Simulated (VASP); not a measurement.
Input of a VASP 6.6.1 run:

File POSCAR:

```
C                                       
1.0
    2.4660722283      0.0000000000      0.0000000000
   -1.2330361142      2.1356811999      0.0000000000
    0.0000000000      0.0000000000     18.0339500000
  C             
     2
Direct
     0.0000000000000000    0.0000000000000000    0.5000006526578176
     0.6666666699999979    0.3333333300000021    0.4999993473421824
```

File INCAR.step1:

```
SYSTEM = C
PREC = Accurate
ENCUT = 520
EDIFF = 1E-5
ISMEAR = 0
SIGMA = 0.03
LREAL = .FALSE.
LASPH = .TRUE.
NELM = 80
ALGO = Normal
ISIF = 2
LWAVE = .TRUE.
LCHARG = .FALSE.
LDIPOL = .TRUE.
IDIPOL = 3
DIPOL = 0.5 0.5 0.500
NBANDS = 11
LVHAR = .TRUE.
LVACPOTAV = .TRUE.
KPAR = 2
GGA = PE
```

The input INCAR.step2:

```
SYSTEM = C
PREC = Accurate
ENCUT = 520
EDIFF = 1E-6
ISMEAR = 0
SIGMA = 0.03
LREAL = .FALSE.
LASPH = .TRUE.
NELM = 80
ALGO = Normal
ISIF = 2
LWAVE = .FALSE.
LCHARG = .FALSE.
LDIPOL = .TRUE.
IDIPOL = 3
DIPOL = 0.5 0.5 0.500
GGA = PE
LHFCALC = .TRUE.
HFSCREEN = 0.2
PRECFOCK = Fast
NBANDS = 11
LVHAR = .TRUE.
LVACPOTAV = .TRUE.
KPAR = 2
ISTART = 1
```

KPOINTS

```
regular mesh
0
G
  9 9 1
  0 0 0
```

The input KPOINTS_OPT:

```
explicit points
3
Reciprocal
 0.0000000000  0.0000000000  0.0000000000 1
 0.5000000000  0.0000000000  0.0000000000 1
 0.3333333300  0.3333333300  0.0000000000 1
```

Potentials or basis: VASP PAW PBE potentials, release 64 (C).

Launch:

```console
$ cat potpaw_PBE.64/C/POTCAR > POTCAR
$ cp INCAR.step1 INCAR
$ mpirun -np 2 vasp_std > vasp.out
$ cp INCAR.step2 INCAR
$ mpirun -np 2 vasp_std > vasp.out
```

Problem. What does it give for the band gap on the k mesh?

Solution. 0.10 eV, direct.

Problem. Estimate the ionisation potential of the upper face.

Solution. 4.38 eV.

Problem. Estimate the band gap along the path.

Solution. 0.10 eV, direct.
